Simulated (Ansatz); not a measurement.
Runs of Ansatz 0.2.0 on ZrS2. It takes space group P-3m1 (No. 164, trigonal). Conventional cell: a = 3.691 Å, b = 3.691 Å, c = 6.041 Å, α = 90.00°, β = 90.00°, γ = 120.00°. Zr (site symmetry -3m) has 6 S at 2.57 Å as nearest neighbours. S (site symmetry 3m) has 3 Zr at 2.57 Å as nearest neighbours. The cell is a database's computed one.

```tsv
task	level	spin	cell	k mesh	smearing	points for each segment of the path	mesh quality	gap on the mesh (eV)	pressure (GPa)	largest force (eV/Å)
single point	PBEsol	off	as given	8 × 8 × 5	gaussian 0.05 eV	-	not flagged	0.98	(a)	0.15
band structure	PBE	SOC, no magnetisation	as given	6 × 6 × 4	fermi-dirac 0.05 eV	14	not flagged	1.05	0.5	0.04
relaxation of cell and atoms	PBEsol+D3(BJ)	off	relaxed	8 × 8 × 5	fermi-dirac 0.05 eV	-	not flagged	-	0.0	-
single point	PBE	off	as given	8 × 8 × 5	gaussian 0.019 eV	-	not flagged	1.05	0.5	0.04
single point	PBE	off	as given	8 × 8 × 5	gaussian 0.024 eV	-	not flagged	1.05	0.5	0.04
single point	PBE	off	as given	8 × 8 × 5	gaussian 0.025 eV	-	not flagged	1.05	0.5	0.04
band structure	HSE03	off	as given	4 × 4 × 3	fermi-dirac 0.05 eV	4	coarse	1.73	-0.4	(b)
single point	PBE	off	as given	8 × 8 × 5	gaussian 0.021 eV	-	not flagged	1.05	0.5	0.04
```

Alike in all rows: potentials or basis Ansatz PAW; cutoff (eV) 420.

Problem. Estimate the missing entries.

Solution. (a) -2.5; (b) 0.16.

Caveats: some runs use coarse meshes; this functional lacks dispersion, which binds the layers, so the pressure and a relaxed spacing across them are unreliable (some runs); odd divisions of the mesh miss points on the zone boundary, where band edges often lie, so the gap on the mesh can be too wide (some runs); the PAW data sets come from PBE, with cores solved anew for the run's functional, which leaves a small shift of forces and pressure (some runs); the plane-wave basis is chosen anew once the cell has moved, so the energies of steps on either side of that aren't comparable (some runs); the k mesh misses the band edges, so the gap on the mesh is wider than the one along the path (some runs); the thresholds are loose for stress (some runs).

A k mesh can miss the band edges, and rows without SOC leave out spin-orbit coupling on Zr.
